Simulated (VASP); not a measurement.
# CdTe: relaxation of the cell

CdTe, F-43m (no. 216), 2 atoms in the cell. PBE; PAW potentials Te, Cd (PBE set).

## Input

INCAR:
```
SYSTEM = CdTe
ALGO = Normal
EDIFF = 1E-7
EDIFFG = -0.005
ENCUT = 600
IBRION = 2
ISIF = 3
ISMEAR = 0
LASPH = .TRUE.
LCHARG = .FALSE.
LREAL = .FALSE.
LWAVE = .FALSE.
NELM = 100
NSW = 30
PREC = Accurate
SIGMA = 0.02
```

KPOINTS:
```
k-points
0
Gamma
  7 7 7
```

POSCAR:
```
CdTe
1.0
    0.0000000000      3.2050000000      3.2050000000
    3.2050000000      0.0000000000      3.2050000000
    3.2050000000      3.2050000000      0.0000000000
Te Cd
1 1
Direct
    0.7500000000      0.7500000000      0.7500000000
    0.0000000000      0.0000000000      0.0000000000
```

Commands:
```
cat potpaw_PBE.64/Te/POTCAR potpaw_PBE.64/Cd/POTCAR > POTCAR
mpirun -np 1 vasp_std > vasp.out
```

## Result

- Volume (A^3): 72.610
- Pressure left (GPa): 0.02
- Ionic steps: 3
- SCF steps in all: 36

Ionic steps:

| Step | Energy (eV) | Volume (A^3/atom) | Pressure (GPa) | SCF steps |
|---|---|---|---|---|
| 1 | -4.72498 | 32.9218 | 4.36 | 15 |
| 2 | -4.80279 | 37.3732 | -0.93 | 12 |
| 3 | -4.80906 | 36.3052 | 0.02 | 9 |

VASP 6.6.1 took 57 s on 1 core (Intel Xeon Platinum 8259CL @ 2.50GHz (Skylake/Cascade Lake)), a shared host.
